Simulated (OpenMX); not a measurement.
Crystal: TiSi2.

```
CELL_PARAMETERS angstrom
0.00000 4.11752 4.26290
2.38951 0.00000 4.26290
2.38951 4.11752 0.00000
ATOMIC_POSITIONS crystal
Ti 0.75000 0.75000 0.75000
Ti 0.50000 0.50000 0.50000
Si 0.41257 0.08743 0.41257
Si 0.08743 0.41257 0.08743
Si 0.16257 0.83743 0.16257
Si 0.83743 0.16257 0.83743
```

The cell is a database's computed one.

| Property | Result |
| --- | --- |
| Program | OpenMX 3.8.5 |
| Task | single point |
| Functional | PBE |
| Potentials or basis | OpenMX 2013 PBE set, Ti7.0-s3p2d2, Si7.0-s2p2d1, grid cutoff 400 Ry |
| k mesh | 7 × 7 × 7 |
| Occupations | fermi-dirac, width 0.05 eV |
| Spin | no spin polarisation |

On this cell: pressure 3.0 GPa; largest force 0.026 eV/Å; band gap on the k mesh none (metal or under the smearing width).

The same run follows on a disturbed copy (atoms moved at random, drawn with an rms of 0.05 Å):

```
Ti Si
1.0
     0.00000    4.11752    4.26290
     2.38951    0.00000    4.26290
     2.38951    4.11752    0.00000
Ti Si
2 4
Cartesian
  3.6333 6.1117 6.3765
  2.3463 4.1090 4.2783
  1.1705 3.3480 2.1337
  1.2065 0.7287 2.1475
  2.4337 1.3170 4.3016
  2.3347 6.9183 4.2719
```

What changes?

The energy (extrapolated to zero smearing) moves by +14.2 meV/atom; pressure 3.6 GPa; largest force 1.112 eV/Å; band gap on the k mesh none (metal or under the smearing width).

Forces on the atoms (eV/Å):
```
Ti  -0.968  0.460  0.298
Ti   0.617 -0.088 -0.238
Si   0.218  0.091  0.121
Si   0.049 -0.271  0.341
Si  -0.262  0.007 -0.596
Si   0.351 -0.190  0.061
```

Caveats: the basis of atomic orbitals isn't converged, which shifts pressures, moduli and gaps.
